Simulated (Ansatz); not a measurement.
Crystal: Ge.

```
Ge
1.0
     0.00000    2.82891    2.82891
     2.82891    0.00000    2.82891
     2.82891    2.82891    0.00000
Ge
2
Cartesian
  4.2434 4.2434 4.2434
  2.8289 2.8289 2.8289
```

Program: Ansatz 0.2.0. Alike in all runs: potentials or basis Ansatz PAW; no spin polarisation; cell as given; k mesh 5 × 5 × 5; cutoff (eV) 420; smearing fermi-dirac 0.05 eV. Hardware: 2 threads of Arm Neoverse V1, with other jobs on the host.

**Question.** Order these runs on this cell by their wall time, lowest first.
A. task band structure; level PBE; points for each segment of the path 14; mesh quality coarse
B. task single point; level PBE0; mesh quality not flagged
C. task band structure; level HSE06; points for each segment of the path 4; mesh quality not flagged

**Answer.** A (1.5 s), B (13 s), C (190 s).

Caveats: some runs use coarse meshes.
